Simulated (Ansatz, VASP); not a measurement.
## One calculation of AlN, two programs

```
CELL_PARAMETERS angstrom
1.57767 -2.73252 0.00000
1.57767 2.73252 0.00000
0.00000 0.00000 4.57524
ATOMIC_POSITIONS crystal
Al 0.00000 0.00000 0.00816
Al 0.66667 0.33333 0.50816
N 0.00000 0.00000 0.41784
N 0.66666 0.33334 0.91784
```

Alike in both runs: functional PBEsol; k mesh 9 × 9 × 7; no spin polarisation.

Ansatz relaxed the structure, and its values are those at the end. VASP's run is a single point on that final structure, the one shown.

|  | VASP | Ansatz |
| --- | --- | --- |
| version | VASP 6.6.1 | Ansatz 0.2.0 |
| potentials or method | VASP PAW PBE potentials, release 64 (Al, N) | scalar-relativistic, plane waves, PAW |
| plane-wave cutoff (eV) | 520 | 520 |
| occupations | gaussian, width 0.01 eV | fixed |
| valence electrons in the cell | 16 | 16 |

```tsv
	VASP	Ansatz	Ansatz less VASP
gap on the k mesh at the Fermi level (eV)	3.92	3.90	-0.014
least direct gap on the mesh (eV)	3.92	3.90	-0.014
pressure (GPa)	10.0	10.0	+0.01
rms of the force components (eV/Å)	0.003	0.000	-0.0032
```

Ansatz warned: «near_symmetry_operations_not_taken».

Caveats: the PAW data sets were made with another functional, which shifts forces and pressure a little (VASP); an odd mesh through Γ misses points on the zone boundary, where band edges often lie.
